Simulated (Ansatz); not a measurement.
Structures of Te₂Mo: which is lowest?

Plane-wave DFT in Ansatz with scalar-relativistic PAW potentials, cutoff 420 eV, Γ-centred meshes chosen by cell and gap, Gaussian smearing with energies taken to zero width. Every cell was relaxed (cell and atoms) in a run of its own, within the symmetry of its start. Functional: LDA.

Relaxed structures (starts from databases or built by putting these elements on another compound's sites):
A. P-6m2, 3 atoms in the computed cell, a = 3.467 Å, c = 17.520 Å; sites (symmetry × multiplicity) Te 3m. × 2, Mo -6m2 × 1; start: database
B. P6_3/mmc, 6 atoms in the computed cell, a = 3.473 Å, c = 13.769 Å; sites (symmetry × multiplicity) Te 3m. × 4, Mo -6m2 × 2; start: database
C. P2_1/m, 12 atoms in the computed cell, a = 6.294 Å, b = 3.439 Å, c = 13.373 Å, β = 93.8°; sites (symmetry × multiplicity) Te m × 2 + m × 2 + m × 2 + m × 2, Mo m × 2 + m × 2; start: database
D. P-3m1, 6 atoms in the computed cell, a = 3.470 Å, c = 25.129 Å; sites (symmetry × multiplicity) Te 3m. × 2 + 3m. × 2, Mo 3m. × 2; start: database

**Question.** Rank them by energy. Could pressure change the order?

**Answer.**
| structure | group | E − E(lowest) (meV/atom) | V (Å³/atom) | gap on mesh (eV) |
| --- | --- | --- | --- | --- |
| B | P6_3/mmc | 0.0 | 23.97 | 0.70 |
| C | P2_1/m | 18.8 | 24.06 | 0.00 |
| D | P-3m1 | 25.8 | 43.67 | 0.95 |
| A | P-6m2 | 52 | 60.78 | 1.24 |

B is lowest, 19 meV/atom under C. The lowest is also the densest of these, so pressure wouldn't bring one of the others in at first order. Other structures may lie lower than all of these, and vibrations aren't counted.

Spin-orbit coupling is left out, which matters for the bands of heavy elements.